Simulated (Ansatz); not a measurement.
**A strain series on BeTe (zincblende): uniaxial along x, other directions held**

BeTe in the zincblende structure, relaxed with r2SCAN in Ansatz 0.2.0, then strained (uniaxial along x, other directions held; changes of length per length, axes as in the cell below) with the atoms relaxed again within the symmetry that is left. The symmetry is F-43m (No. 216, cubic); a = 5.657 Å in the conventional setting, 22.63 Å³ an atom. Be has 4 Te at 2.45 Å; Te has 4 Be at 2.45 Å. No spin polarisation and no zero-point or thermal motion.

```yaml
crystal:
  lattice:
    - [0.00000, 2.82862, 2.82862]
    - [2.82862, 0.00000, 2.82862]
    - [2.82862, 2.82862, 0.00000]
  atoms:
    - { symbol: Be, position: [0.00000, 0.00000, 0.00000] }
    - { symbol: Te, position: [0.25000, 0.25000, 0.25000] }
```

Gaps are the least over each mesh (PBE 8×8×8, r2SCAN 8×8×8, HSE06 6×6×6 when unstrained) and the special points, which keep their unstrained names; stress is the change from the unstrained cell, compression positive.

```csv
strain (%),"gap, PBE (eV)","gap, r2SCAN (eV)","gap, HSE06 (eV)","edges, HSE06","stress along the strain, r2SCAN (GPa)","energy rise, r2SCAN (meV/atom)"
-4.82,1.509,1.845,2.160,Γ → X,+5.17,17.3
-4.77,1.515,1.850,2.165,Γ → X,+5.11,16.9
-4.0,1.597,1.936,2.252,Γ → X,+4.25,11.8
-2.66,1.741,2.085,2.402,Γ → X,+2.78,5.2
0.0,2.020,2.375,2.695,Γ → X,0.00,0.0
+1.0,2.004,2.357,2.678,Γ → X,-1.00,0.7
+4.02,1.958,2.307,2.630,Γ → X,-3.88,11.2
```

Problem. Estimate the row for a strain of +2.3 %.

Solution.
```csv
strain (%),"gap, PBE (eV)","gap, r2SCAN (eV)","gap, HSE06 (eV)","edges, HSE06","stress along the strain, r2SCAN (GPa)","energy rise, r2SCAN (meV/atom)"
+2.3,1.984,2.335,2.657,Γ → X,-2.27,3.7
```

Between zero and the nearest strains the slope of the HSE06 gap against strain is +0.110 eV per percent for negative and -0.017 for positive strain; it falls either way, as happens when edge states split or other valleys take over.

No spin-orbit coupling is included; it can move band edges with weight on the heavy atoms by tenths of an eV.

The meshes of the hybrids are coarse, so their gaps aren't converged to the digits shown.
